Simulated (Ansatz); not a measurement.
## Molecular dynamics of Cu$_{2}$O

Input file:

```yaml
accuracy: low
crystal:
  lattice:
    - [6.036571, 0.0, 0.0]
    - [0.0, 8.537, 0.0]
    - [0.0, 0.0, 17.527428]
  atoms:
    - { symbol: Cu, position: [0.0, 0.37240593, 0.13919072] }
    - { symbol: Cu, position: [0.25, 0.125, 0.0570534] }
    - { symbol: Cu, position: [0.5, 0.37759407, 0.13919072] }
    - { symbol: Cu, position: [0.75, 0.125, 0.0570534] }
    - { symbol: O, position: [0.0, 0.0, 0.0570534] }
    - { symbol: O, position: [0.5, 0.25, 0.0570534] }
    - { symbol: Cu, position: [0.5, 0.32143527, 0.29279093] }
    - { symbol: Cu, position: [0.75, 0.125, 0.2312823] }
    - { symbol: Cu, position: [0.0, 0.42856473, 0.29279093] }
    - { symbol: Cu, position: [0.25, 0.125, 0.2312823] }
    - { symbol: O, position: [0.5, 0.00020961, 0.229315] }
    - { symbol: O, position: [0.0, 0.24979039, 0.229315] }
    - { symbol: Cu, position: [0.0, 0.87240593, 0.13919072] }
    - { symbol: Cu, position: [0.25, 0.625, 0.0570534] }
    - { symbol: Cu, position: [0.5, 0.87759407, 0.13919072] }
    - { symbol: Cu, position: [0.75, 0.625, 0.0570534] }
    - { symbol: O, position: [0.0, 0.5, 0.0570534] }
    - { symbol: O, position: [0.5, 0.75, 0.0570534] }
    - { symbol: Cu, position: [0.5, 0.82143527, 0.29279093] }
    - { symbol: Cu, position: [0.75, 0.625, 0.2312823] }
    - { symbol: Cu, position: [0.0, 0.92856473, 0.29279093] }
    - { symbol: Cu, position: [0.25, 0.625, 0.2312823] }
    - { symbol: O, position: [0.5, 0.50020961, 0.229315] }
    - { symbol: O, position: [0.0, 0.74979039, 0.229315] }
basis:
  ecutwfc: 420.0
kpoints:
  mp_grid: { grid: [2, 1, 1] }
hamiltonian:
  xc: pbe
  pseudopotentials: { kind: paw, azcp: { folder: soft_1 } }
scf:
  occupations: { method: fermi_dirac, width: 0.02 }
  lower_state_search: "off"
md:
  timestep: 1
  n_steps: 300
  ensemble: nvt_nose_hoover
  temperature: 300.0
  initial_velocities: maxwell_boltzmann
  seed: 876386
  nose_hoover: { tau: 50.0, chain_length: 5 }
  constraints: [{ sites: [1, 3, 4, 5, 13, 15, 16, 17] }]
```

Run as:

```bash
$ ansatz run input.yaml --threads 4 --pin off --max-ram 10240MiB --backend cpu --events-out ev --progress --plain --runs-dir out
```

It starts from a relaxed structure.

Output, in part (step lines):

```
md step     0: t =     0.00 fs  T =   300.0 K  F+E_penalty+E_count = -110525.16621403 eV  E_kin = 0.620448 eV  conserved = -110524.54576604 eV  (16 SCF iters)
md step     1: t =     1.00 fs  T =   299.8 K  F+E_penalty+E_count = -110525.16576998 eV  E_kin = 0.620003 eV  conserved = -110524.54576737 eV  (10 SCF iters)
md step     2: t =     2.00 fs  T =   297.9 K  F+E_penalty+E_count = -110525.16196853 eV  E_kin = 0.616208 eV  conserved = -110524.54576156 eV  (10 SCF iters)
md step     3: t =     3.00 fs  T =   294.5 K  F+E_penalty+E_count = -110525.15491156 eV  E_kin = 0.609168 eV  conserved = -110524.54574870 eV  (10 SCF iters)
md step     4: t =     4.00 fs  T =   289.7 K  F+E_penalty+E_count = -110525.14481331 eV  E_kin = 0.599103 eV  conserved = -110524.54572899 eV  (10 SCF iters)
md step     5: t =     5.00 fs  T =   283.5 K  F+E_penalty+E_count = -110525.13199633 eV  E_kin = 0.586341 eV  conserved = -110524.54570321 eV  (4 SCF iters)
md step     6: t =     6.00 fs  T =   276.2 K  F+E_penalty+E_count = -110525.11688190 eV  E_kin = 0.571313 eV  conserved = -110524.54567211 eV  (3 SCF iters)
md step     7: t =     7.00 fs  T =   268.1 K  F+E_penalty+E_count = -110525.09997451 eV  E_kin = 0.554530 eV  conserved = -110524.54563681 eV  (3 SCF iters)
[... lines left out ...]
md step   300: t =   300.00 fs  T =   260.9 K  F+E_penalty+E_count = -110525.23423645 eV  E_kin = 0.539686 eV  conserved = -110524.54544552 eV  (11 SCF iters)
```

The steps, from the saved trajectory:

```
time (fs)  T (K)  potential energy less start (eV)  conserved less start (meV/atom)
      0.0    300                             0.000                             0.00
     10.0    242                             0.122                             0.01
     20.0    195                             0.225                             0.01
     30.0    198                             0.237                             0.01
     40.0    185                             0.297                             0.01
     50.0    196                             0.319                             0.01
     60.0    235                             0.299                             0.01
     70.0    251                             0.327                             0.01
     80.0    217                             0.439                             0.01
     90.0    216                             0.469                             0.01
    100.0    245                             0.436                             0.01
    110.0    275                             0.403                             0.01
    120.0    300                             0.381                             0.01
    130.0    322                             0.366                             0.01
    140.0    356                             0.321                             0.01
    150.0    371                             0.307                             0.01
    160.0    361                             0.330                             0.02
    170.0    418                             0.201                             0.02
    180.0    497                            -0.012                             0.01
    190.0    489                            -0.104                             0.01
    200.0    445                            -0.158                             0.01
    210.0    389                            -0.173                             0.00
    220.0    291                            -0.048                             0.01
    230.0    233                             0.038                             0.01
    240.0    239                             0.013                             0.01
    250.0    267                            -0.048                             0.01
    260.0    302                            -0.120                             0.01
    270.0    327                            -0.171                             0.01
    280.0    352                            -0.227                             0.01
    290.0    325                            -0.185                             0.00
    300.0    261                            -0.068                             0.01
```

All steps were run. The conserved energy stayed within 0.02 meV per atom of its start (net change 0.013 meV per atom), so the integration is sound. The mean temperature of the second half is 17 % above the set value. A run of 0.3 ps of so small a system gives no equilibrium averages. Limits of this set-up: coarse k mesh, thin slab, slab without dipole correction, low accuracy level.

Mean squared displacements from the first frame to the last: Cu 0.23 Å², O 0.24 Å².

Last frame:

```xyz
24
Lattice="6.0366 0.0000 0.0000 0.0000 8.5370 0.0000 0.0000 0.0000 17.5274" Properties=species:S:1:pos:R:3
Cu -0.029 3.109 2.324
Cu 1.509 1.067 1.000
Cu 3.464 3.074 2.541
Cu 4.527 1.067 1.000
O 0.000 0.000 1.000
O 3.018 2.134 1.000
Cu 2.978 2.640 5.029
Cu 4.409 0.726 4.032
Cu 0.789 3.401 4.842
Cu 1.273 0.962 4.059
O 2.796 -0.183 4.134
O -0.161 1.960 3.959
Cu 0.290 7.416 2.470
Cu 1.509 5.336 1.000
Cu 2.991 7.515 2.414
Cu 4.527 5.336 1.000
O 0.000 4.269 1.000
O 3.018 6.403 1.000
Cu 3.715 6.805 4.849
Cu 5.401 5.192 3.973
Cu 0.132 7.657 4.997
Cu 2.352 5.006 4.003
O 3.954 4.056 4.157
O 0.866 6.205 3.928
```

Run time: 18 min on 4 threads of AMD EPYC 7B13 (Zen 3), on a shared host, peak memory 2.1 GiB.
